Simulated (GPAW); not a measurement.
Wanted: an ASE script for a GPAW 26.7.0 run.

```
Task                : density of states
Functional          : PBE
Potentials or basis : GPAW PAW data sets (gpaw-data 1.2.1)
Cutoff              : 800 eV
Basis               : pw
k mesh              : 9 × 9 × 9
Occupations         : fermi-dirac, width 0.05 eV
Spin                : collinear spin, ferromagnetic start
Starting moments    : [3.0] μB
Hubbard terms       : Nd f U = 1 eV
Maxiter             : 150
k mesh for the DOS  : 13 × 13 × 13
Dos width           : 0.2 eV
```

The structure of Nd lies in Nd.xyz:

```xyz
1
Lattice="-2.0754700287 2.0754700287 2.0754700287 2.0754700287 -2.0754700287 2.0754700287 2.0754700287 2.0754700287 -2.0754700287" Properties=species:S:1:pos:R:3 pbc="T T T"
Nd     0.0000000000      0.0000000000      0.0000000000
```

This isn't the form of Nd at room conditions, which is double hcp.

The input as run:

run.py

```python
import numpy as np
from ase.dft.bandgap import bandgap
from ase.io import read, write
from ase.units import GPa
from gpaw import GPAW, PW

atoms = read('Nd.xyz')
atoms.set_initial_magnetic_moments([3.0])

calc = GPAW(mode=PW(800),
            xc='PBE',
            kpts={'size': (9, 9, 9), 'gamma': True},
            occupations={'name': 'fermi-dirac', 'width': 0.05},
            setups={'Nd': ':f,1.0'},
            nbands=18,
            convergence={'density': 1e-05, 'energy': 1e-05},
            maxiter=150,
            txt='gpaw.txt')
atoms.calc = calc
energy = atoms.get_potential_energy()
forces = atoms.get_forces()
stress = atoms.get_stress()
calc.write('gs.gpw')
write('result.traj', atoms)
print(f'Energy: {energy:.6f} eV')
print('Forces (eV/A):')
print(forces.round(4))
print('Stress (GPa):', (stress / GPa).round(3))
print('Moments:', calc.get_magnetic_moments().round(3))
print('Fermi level:', round(calc.get_fermi_level(), 4), 'eV')
print(f'Gap: {bandgap(calc)[0]:.4f} eV, direct: {bandgap(calc, direct=True)[0]:.4f} eV')

dense = calc.fixed_density(kpts={'size': (13, 13, 13), 'gamma': True}, update_fermi_level=True,
                           nbands=28, convergence={'bands': 'CBM+6.0', 'eigenstates': 1e-6}, txt='dos.txt')
ef = dense.get_fermi_level()
dos = dense.dos(shift_fermi_level=False)
energies = np.linspace(ef - 14, ef + 6, 401)
spins = [0, 1]
columns = [energies] + [dos.raw_dos(energies, spin=s, width=0.2) for s in spins]
for symbol, l in [('Nd', 0), ('Nd', 1), ('Nd', 2), ('Nd', 3)]:
    for s in spins:
        columns.append(sum(dos.raw_pdos(energies, a=a.index, l=l, spin=s, width=0.2)
                           for a in atoms if a.symbol == symbol))
np.savetxt('dos.dat', np.array(columns).T, fmt='%.4f')
print('Fermi level on the dense mesh:', round(ef, 4), 'eV')
```

Potentials or basis: GPAW PAW data sets (gpaw-data 1.2.1), pw.

Run with:

```console
$ OMP_NUM_THREADS=1 python run.py
```

It gave:

```
Pressure                             : 0.2 GPa
Band gap on the k mesh               : none (metal or under the smearing width)
Net moment                           : 3.98 μB per cell
Site moments                         : Nd +3.38 μB
Density of states at the Fermi level : 3.76 states/eV per cell
```

Caveat: one-centre terms of the f shell are cut off; the magnetic or orbital state may not be the lowest; spin-orbit coupling is left out, which moves the levels of the heavy elements.

Wall time 5.7 min on 1 thread of Intel(R) Xeon(R) Processor @ 2.50GHz (Skylake/Cascade Lake), on a shared host, peak memory 0.44 GiB.
